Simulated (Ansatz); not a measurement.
**Zr: levels with and without spin–orbit coupling**

```
Zr
1.0
    -1.81000    1.81000    1.81000
     1.81000   -1.81000    1.81000
     1.81000    1.81000   -1.81000
Zr
1
Direct
  0.00000 0.00000 0.00000
```

The geometry is COD entry 9008559, unchecked; take it as a test cell.

Levels of theory: DFT, PBE, all-electron LAPW, scalar-relativistic (Ansatz 0.2.0); DFT, PBE, all-electron LAPW, Dirac equation with spin-orbit coupling (Ansatz 0.2.0).

Settings: a Γ-centred 16×16×16 k mesh, Fermi–Dirac smearing of 0.03 eV, basis error target 0.5 meV/atom, no spin polarisation.

Levels between -6 and 2 eV, each run counted from its own valence-band top where it has a gap, else its Fermi level. Scalar levels are listed once for both spins; with the coupling every spinor state is counted. Levels near the edges of the range can cross them.

At Γ (0.000, 0.000, 0.000) the scalar-relativistic levels are -5.33, 1.11 (×3). What are they with spin–orbit coupling?

-5.33 (×2), 1.08 (×4), 1.16 (×2).

At P (0.250, 0.250, 0.250) the scalar-relativistic levels are -0.53 (×3). What are they with spin–orbit coupling?

-0.62 (×2), -0.49 (×4).
